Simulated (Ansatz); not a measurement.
Structure relaxation of TiPt₃

Theory: DFT PBE, scalar-relativistic, plane waves, PAW (Ansatz). Cutoff 420 eV, Γ-centred k mesh, Gaussian smearing, no spin polarisation in the final step.

The start is a database structure of TiPt₃, space group P-3m1 (No. 164).

```xyz
28
Lattice="5.5511 0.0000 0.0000 -2.7756 4.8074 0.0000 0.0000 0.0000 15.8569" Properties=species:S:1:pos:R:3 pbc="T T T"
Ti    0.0000    0.0000   11.4139
Ti    2.7756    1.6025   13.5782
Ti    0.0000    3.2049    2.2786
Ti    0.0000    0.0000    4.4429
Ti    2.7756    1.6025    6.8185
Ti    0.0000    0.0000    0.0000
Ti    0.0000    3.2049    9.0383
Pt    2.7756    3.2038    9.0548
Pt    1.3888    0.8018    9.0548
Pt    0.0000    1.6029   13.5886
Pt    0.0000    1.6036    6.8020
Pt   -1.3868    4.0056    6.8020
Pt    2.7756    0.0034   11.3107
Pt    1.3868    4.0056    6.8020
Pt   -1.3874    4.0060   13.5886
Pt    1.3874    4.0060   13.5886
Pt    4.1630    0.8014    2.2682
Pt    4.1623    0.8018    9.0548
Pt    1.3907    2.4020   11.3107
Pt    1.3881    0.8014    2.2682
Pt    2.7756    3.2045    2.2682
Pt    1.3848    2.4054    4.5461
Pt    0.0000    4.8040    4.5461
Pt    2.7756    0.0000    0.0000
Pt   -1.3848    2.4054    4.5461
Pt    4.1604    2.4020   11.3107
Pt    1.3878    2.4037    0.0000
Pt   -1.3878    2.4037    0.0000
```

Steps on the 6×6×1 mesh (28 atoms). 4 of 4 steps are shown, and the free energy counts from the last. Trial steps that were taken back and renewals of the plane-wave basis can be among the rows.

| step | ΔF (meV/atom) | V (Å³/atom) | P (GPa) | largest force component (eV/Å) |
| --- | --- | --- | --- | --- |
| 1 | 3.8 | 15.11 | 4.50 | 0.046 |
| 2 | 12.4 | 15.91 | -7.19 | 0.048 |
| 3 | 0.1 | 15.41 | -0.29 | 0.016 |
| 4 | 0.0 | 15.41 | -0.30 | 0.016 |

A final relaxation ran on a 12×12×4 mesh. The relaxed crystal, P-3m1 (No. 164):

Space group P-3m1 (No. 164). a = 5.585 Å, b = 5.585 Å, c = 15.950 Å, α = 90.00°, β = 90.00°, γ = 120.00°
```tsv
atom	site	symmetry	x	y	z
Ti	2c	3m.	0.0000	0.0000	0.7199
Ti	2d	3m.	0.6667	0.3333	0.8564
Ti	2d	3m.	0.6667	0.3333	0.4300
Ti	1a	-3m.	0.0000	0.0000	0.0000
Pt	6i	.m.	0.8332	0.6664	0.5711
Pt	6i	.m.	0.1667	0.3334	0.8570
Pt	6i	.m.	0.5004	0.0008	0.7135
Pt	3e	.2/m.	0.5000	0.0000	0.0000
```

```
Volume per atom          : 15.39 Å³
Density                  : 17.08 g/cm³
Energy over the elements : -0.86 eV/atom
Gap on the 12×12×4 mesh  : 0 eV (a metal)
```

Energies over the elements count from the elements' standard structures at the same level, with no empirical corrections.

The final run used a 12×12×4 mesh on its 28-atom cell and 0.10 eV smearing. The k mesh leaves about 4 meV/atom of noise in metals. Spin–orbit coupling is left out.

Symmetry constrained the relaxation, so the result can be a saddle point.

Cost: 3 runs of about 59 core-minutes in all, on Arm Neoverse V1 (shared hosts).